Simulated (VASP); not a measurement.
# ZnCu (Pm-3m) in VASP: single point with PBE

Aim: the single point of ZnCu with PBE.

Program: VASP 6.6.1. These are calculated values, not measurements. Logs are shortened: lines on timing, memory, paths and dates and some standing lists are left out, and cuts for length are marked.

**1. The structure**

The structure is cubic, space group Pm-3m (No. 221). The conventional cell has a = 2.945 Å, b = 2.945 Å, c = 2.945 Å, α = 90.00°, β = 90.00°, γ = 90.00°. Zn (site symmetry m-3m) has 8 Cu at 2.55 Å as nearest neighbours. Cu (site symmetry m-3m) has 8 Zn at 2.55 Å as nearest neighbours.

**2. Single point, PBE**

The input, INCAR:

```
SYSTEM = ZnCu
ALGO = Normal
EDIFF = 1E-6
ENCUT = 520
GGA = PE
ISIF = 2
ISMEAR = -1
LASPH = .TRUE.
LCHARG = .TRUE.
LELF = .TRUE.
LREAL = .FALSE.
LVHAR = .TRUE.
LWAVE = .FALSE.
NBANDS = 18
NELM = 100
PREC = Accurate
SIGMA = 0.05
```

The input, KPOINTS:

```
k-points
0
G
  14 14 14
  0 0 0
```

The input, POSCAR:

```
ZnCu
1.0
    2.9450000000      0.0000000000      0.0000000000
    0.0000000000      2.9450000000      0.0000000000
    0.0000000000      0.0000000000      2.9450000000
Zn Cu
1 1
Direct
    0.5000000000      0.5000000000      0.5000000000
    0.0000000000      0.0000000000      0.0000000000
```

Potentials or basis: VASP PAW PBE potentials, release 64 (Zn, Cu).

Started as:

```sh
$ cat potpaw_PBE.64/Zn/POTCAR potpaw_PBE.64/Cu/POTCAR > POTCAR
$ mpirun -np 1 vasp_std > vasp.out
```

OUTCAR:

```text
SYSTEM = ZnCu
   EDIFF = 1E-6
   ENCUT = 520
   GGA = PE
   ISIF = 2
   ISMEAR = -1
   LASPH = .TRUE.
   LREAL = .FALSE.
   NELM = 100
   PREC = Accurate

 ion  position               nearest neighbor table
   1  0.500  0.500  0.500-   2 2.55   2 2.55   2 2.55   2 2.55   2 2.55   2 2.55   2 2.55   2 2.55

   2  0.000  0.000  0.000-   1 2.55   1 2.55   1 2.55   1 2.55   1 2.55   1 2.55   1 2.55   1 2.55

  LATTYP: Found a simple cubic cell.
 ALAT       =     2.9450000000

  Lattice vectors:

 A1 = (   2.9450000000,   0.0000000000,   0.0000000000)
 A2 = (   0.0000000000,   2.9450000000,   0.0000000000)
 A3 = (   0.0000000000,   0.0000000000,   2.9450000000)

Analysis of symmetry for initial positions (statically):
=====================================================================
 Subroutine PRICEL returns:
 Original cell was already a primitive cell.

 Routine SETGRP: Setting up the symmetry group for a
 simple cubic supercell.

 Subroutine GETGRP returns: Found 48 space group operations
 (whereof 48 operations were pure point group operations)
 out of a pool of 48 trial point group operations.

The static configuration has the point symmetry O_h .

Analysis of symmetry for dynamics (positions and initial velocities):
=====================================================================
 Subroutine PRICEL returns:
 Original cell was already a primitive cell.

 Routine SETGRP: Setting up the symmetry group for a
 simple cubic supercell.

 Subroutine GETGRP returns: Found 48 space group operations
 (whereof 48 operations were pure point group operations)
 out of a pool of 48 trial point group operations.

The dynamic configuration has the point symmetry O_h .

 Subroutine INISYM returns: Found 48 space group operations
 (whereof 48 operations are pure point group operations),
 and found     1 'primitive' translations

----------------------------------------------------------------------------------------

                                     Primitive cell

  volume of cell :      25.5421

  direct lattice vectors                    reciprocal lattice vectors
     2.945000000  0.000000000  0.000000000     0.339558574  0.000000000  0.000000000
     0.000000000  2.945000000  0.000000000     0.000000000  0.339558574  0.000000000
     0.000000000  0.000000000  2.945000000     0.000000000  0.000000000  0.339558574

  length of vectors
     2.945000000  2.945000000  2.945000000     0.339558574  0.339558574  0.339558574

  position of ions in fractional coordinates (direct lattice)
     0.500000000  0.500000000  0.500000000
     0.000000000  0.000000000  0.000000000

  ion indices of the primitive-cell ions
   primitive index   ion index
                 1           1
                 2           2

----------------------------------------------------------------------------------------

 KPOINTS: k-points

Automatic generation of k-mesh.
 Grid dimensions read from file:
 generate k-points for:   14   14   14

 Generating k-lattice:

  Cartesian coordinates                     Fractional coordinates (reciprocal lattice)
     0.024254184  0.000000000  0.000000000     0.071428571  0.000000000  0.000000000
     0.000000000  0.024254184  0.000000000     0.000000000  0.071428571  0.000000000
     0.000000000  0.000000000  0.024254184     0.000000000  0.000000000  0.071428571

  Length of vectors
     0.024254184  0.024254184  0.024254184

  Shift w.r.t. Gamma in fractional coordinates (k-lattice)
     0.000000000  0.000000000  0.000000000

 Subroutine IBZKPT returns following result:
 ===========================================

 Found    120 irreducible k-points:

 Following reciprocal coordinates:
            Coordinates               Weight
  0.000000  0.000000  0.000000      1.000000
  0.071429  0.000000  0.000000      6.000000
  0.142857  0.000000  0.000000      6.000000
  0.214286  0.000000  0.000000      6.000000
  0.285714  0.000000  0.000000      6.000000
  0.357143  0.000000  0.000000      6.000000
[... 16 lines left out ...]
  0.285714  0.214286  0.000000     24.000000
  0.357143  0.214286  0.000000     24.000000
 [... further k-points ...]
   k-points           NKPTS =    120   k-points in BZ     NKDIM =    120   number of bands    NBANDS=     18
   number of dos      NEDOS =    301   number of ions     NIONS =      2
   total plane-waves  NPLWV =  13824
   dimension x,y,z NGX =    24 NGY =   24 NGZ =   24
   dimension x,y,z NGXF=    48 NGYF=   48 NGZF=   48
   ions per type =               1   1
   NGX,Y,Z   is equivalent  to a cutoff of  13.55, 13.55, 13.55 a.u.
   NGXF,Y,Z  is equivalent  to a cutoff of  27.10, 27.10, 27.10 a.u.
 SYSTEM =  ZnCu
   PREC   = accura    normal or accurate (medium, high low for compatibility)
   ISTART =      0    job   : 0-new  1-cont  2-samecut
   ICHARG =      2    charge: 1-file 2-atom 10-const
   ISPIN  =      1    spin polarized calculation?
   LNONCOLLINEAR =      F non collinear calculations
   LSORBIT =      F    spin-orbit coupling
   LASPH  =      T    aspherical Exc in radial PAW
   ENCUT  =  520.0 eV  38.22 Ry    6.18 a.u.   5.48  5.48  5.48*2*pi/ulx,y,z
   NELM   =    100;   NELMIN=  2; NELMDL= -5     # of ELM steps
   EDIFF  = 0.1E-05   stopping-criterion for ELM
   LREAL  =      F    real-space projection
   EDIFFG = 0.1E-04   stopping-criterion for IOM
   NSW    =      0    number of steps for IOM
   IBRION =     -1    ionic relax: 0-MD 1-quasi-New 2-CG
   NFREE  =      0    steps in history (QN), initial steepest desc. (CG)
   ISIF   =      2    stress and relaxation
   ISYM   =      2    0-nonsym 1-usesym 2-fastsym
   POTIM  = 0.5000    time-step for ionic-motion
   TEBEG  =    0.0;   TEEND  =   0.0 temperature during run
   PSTRESS=    0.0 pullay stress
   NELECT =      23.0000    total number of electrons
   NUPDOWN=      -1.0000    fix difference up-down
   EMIN   =  10.00;   EMAX   =-10.00  energy-range for DOS
   EFERMI =   0.00;   METHOD = LEGACY
   ISMEAR =    -1;   SIGMA  =   0.05  broadening in eV -4-tet -1-fermi 0-gaus
   EFERMI_NEDOS =   21; number of points for ismear=-14 and -15
   IALGO  =     38    algorithm
   IMIX   =      4    mixing-type and parameters
     AMIX     =   0.40;   BMIX     =  1.00
     AMIX_MAG =   1.60;   BMIX_MAG =  1.00
  volume/ion in A,a.u.               =      12.77        86.18
  Fermi-wavevector in a.u.,A,eV,Ry     =   1.580880  2.987429 34.003415  2.499180
  Thomas-Fermi vector in A             =   2.681040
   LORBIT       =      0    0 simple, 1 ext, 2 COOP (PROOUT), +10 PAW based schemes
   GGA     = PE    functional components
   LHFCALC =     F    Hartree Fock is set to
   AEXX    =    0.0000 exact exchange contribution
   IVDW    =     0    specifies the selected vdW correction
   LEPSILON=     F    determine dielectric tensor
   LRPA    =     F    only Hartree local field effects (RPA)
 non-spin polarized calculation
  energy-cutoff  :      520.00
  volume of cell :       25.54
 maximum number of plane-waves:       715
 NGX is ok and might be reduce to    24
   NGX = 11   NGY = 11   NGZ = 11

 number of electron      23.0000000 magnetization

 Free energy of the ion-electron system (eV)
  ---------------------------------------------------
  ext. energy  EPLUGINS =         0.00000000
  ---------------------------------------------------
  free energy    TOTEN  =        -5.01279917 eV

  energy without entropy =       -5.00991405  energy(sigma->0) =       -5.01135661

 E-fermi :   5.5593     XC(G=0): -12.4018

 val. band max:        5.4629587107   @ k =   0.5000   0.5000   0.2143
 cond. band min:       5.5713106996   @ k =   0.4286   0.3571   0.2143
 fundamental gap:      0.1083519888
 Fermi energy:         5.5592847246

 k-point     1 :       0.0000    0.0000    0.0000
  band No.  band energies     occupation
      1      -4.7967      2.00000
      2      -2.3086      2.00000
      3      -2.3086      2.00000
      4      -1.6135      2.00000
      5      -1.6135      2.00000
      6      -1.6135      2.00000
[... 10 lines left out ...]
     17      17.8229      0.00000
     18      28.9803      0.00000

 k-point     2 :       0.0714    0.0000    0.0000
  band No.  band energies     occupation
      1      -4.7043      2.00000
      2      -2.2979      2.00000
      3      -2.2887      2.00000
      4      -1.6217      2.00000
      5      -1.6217      2.00000
      6      -1.6095      2.00000
[... 10 lines left out ...]
     17      18.4521      0.00000
     18      27.9125      0.00000

 k-point     3 :       0.1429    0.0000    0.0000
  band No.  band energies     occupation
      1      -4.4300      2.00000
      2      -2.2677      2.00000
      3      -2.2305      2.00000
      4      -1.6446      2.00000
      5      -1.6446      2.00000
      6      -1.5981      2.00000
[... 10 lines left out ...]
     17      20.5169      0.00000
     18      26.2199      0.00000

 k-point     4 :       0.2143    0.0000    0.0000
  band No.  band energies     occupation
      1      -3.9855      2.00000
      2      -2.2234      2.00000
      3      -2.1364      2.00000
      4      -1.6775      2.00000
      5      -1.6775      2.00000
      6      -1.5815      2.00000
[... 375 lines left out ...]
      4      -1.7115      2.00000
      5      -1.6923      2.00000
      6      -1.6369      2.00000
[... 10 lines left out ...]
     17      23.1399      0.00000
     18      24.2510      0.00000

 k-point    23 :       0.2857    0.2143    0.0000
  band No.  band energies     occupation
      1      -2.8034      2.00000
      2      -2.1162      2.00000
      3      -1.9107      2.00000
      4      -1.7449      2.00000
      5      -1.6543      2.00000
      6      -1.5695      2.00000
[... 10 lines left out ...]
     17      22.9708      0.00000
     18      23.3996      0.00000

 k-point    24 :       0.3571    0.2143    0.0000
  band No.  band energies     occupation
      1      -2.4530      2.00000
      2      -2.1142      2.00000
      3      -1.8667      2.00000
      4      -1.7801      2.00000
      5      -1.6647      2.00000
      6      -1.1322      2.00000
[... 10 lines left out ...]
     17      21.3571      0.00000
     18      22.2847      0.00000

 [... further k-points ...]
[... 5 lines left out ...]
  --------------------------------------------------------------------------------------
  -------------------------------------------------------------------------------------
  Total        0.4415375      0.4415375      0.4415375     -0.0000000      0.0000000     -0.0000000
  in kB       27.6963342     27.6963342     27.6963342     -0.0000000      0.0000000     -0.0000000
  external PRESSURE =      27.6963342 kB  Pullay stress =       0.0000000 kB

 VOLUME and BASIS-vectors are now :
 -----------------------------------------------------------------------------
  energy-cutoff  :      520.00
  volume of cell :       25.54
      direct lattice vectors                 reciprocal lattice vectors
     2.945000000  0.000000000  0.000000000     0.339558574  0.000000000  0.000000000
     0.000000000  2.945000000  0.000000000     0.000000000  0.339558574  0.000000000
     0.000000000  0.000000000  2.945000000     0.000000000  0.000000000  0.339558574

 POSITION                                       TOTAL-FORCE (eV/Angst)
 -----------------------------------------------------------------------------------
      1.47250      1.47250      1.47250         0.000000      0.000000      0.000000
      0.00000      0.00000      0.00000         0.000000      0.000000      0.000000
 -----------------------------------------------------------------------------------
    total drift:                                0.000000      0.000000     -0.000000

  FREE ENERGIE OF THE ION-ELECTRON SYSTEM (eV)
  ---------------------------------------------------
  free  energy   TOTEN  =        -5.0127991693 eV

  energy  without entropy=       -5.0099140507  energy(sigma->0) =       -5.01135661
```

It took 26 s on 1 thread of Intel Xeon Platinum 8488C (Sapphire Rapids), shared host; peak memory 0.18 GiB.

Results:

* Free energy: -5.0128 eV
* Pressure: 2.8 GPa
* Band gap on the k mesh: none (metal or under the smearing width)
